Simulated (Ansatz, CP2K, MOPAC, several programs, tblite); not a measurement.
Energy against volume for Be2C built on the antifluorite prototype, at fixed shape and fractional coordinates, computed by several methods (PBE and r2SCAN, where shown, with plane waves in Ansatz); the cell shown is that of r2SCAN. Space group Fm-3m (No. 225), cubic; conventional cell a = 4.321 Å, 6.72 Å³ an atom. C has 8 Be at 1.87 Å; Be has 4 C at 1.87 Å. No spin polarisation and no zero-point or thermal motion. Energies count from each curve's lowest point; fits are third-order Birch-Murnaghan.

```xyz
3
Lattice="0.0000 2.1605 2.1605 2.1605 0.0000 2.1605 2.1605 2.1605 0.0000" Properties=species:S:1:pos:R:3 pbc="T T T"
C     0.0000    0.0000    0.0000
Be    1.0802    1.0802    1.0802
Be    3.2407    3.2407    3.2407
```

PM7 (MOPAC), on the shape of the cell shown, as a cluster of 96 atoms at the zone centre:

| V (Å³/atom) | E (meV/atom) |
| --- | --- |
| 5.916 | 49.25 |
| 6.320 | 0.00 |
| 6.723 | 47.07 |
| 7.126 | 144.45 |
| 7.530 | 297.16 |

The points scatter about a smooth fit, a numerical artefact, so no fit is quoted.

GFN2-xTB (tblite), on the shape of the cell shown, as a cluster of 96 atoms at the zone centre:
```
V (Å³/atom)  E (meV/atom)
      5.916        115.71
      6.320         36.34
      6.723          1.31
      7.126          0.00
      7.530         24.42
```
V₀ = 6.94 Å³ an atom and B₀ = 198 GPa.

Q: PBE, on the shape of its own relaxed cell, gives
```
V (Å³/atom)  E (meV/atom)
      6.352         16.84
      6.555          4.01
      6.758          0.00
      6.960          3.67
      7.163         14.02
```
What equilibrium volume and bulk modulus follow?

A: V₀ = 6.76 Å³ an atom and B₀ = 202 GPa.

Q: PBE/DZVP (CP2K), on the shape of the cell shown, gives
```csv
V (Å³/atom),E (meV/atom)
5.916,89.41
6.320,24.65
6.723,0.00
7.126,5.95
7.530,35.37
```
What equilibrium volume and bulk modulus follow?

A: V₀ = 6.83 Å³ an atom and B₀ = 190 GPa.

GFN1-xTB (tblite), on the shape of the cell shown, as a cluster of 96 atoms at the zone centre:
```tsv
V (Å³/atom)	E (meV/atom)
5.916	565.06
6.320	338.34
6.723	178.87
7.126	70.10
7.530	0.00
```
The lowest point is an end point, so the minimum isn't bracketed.
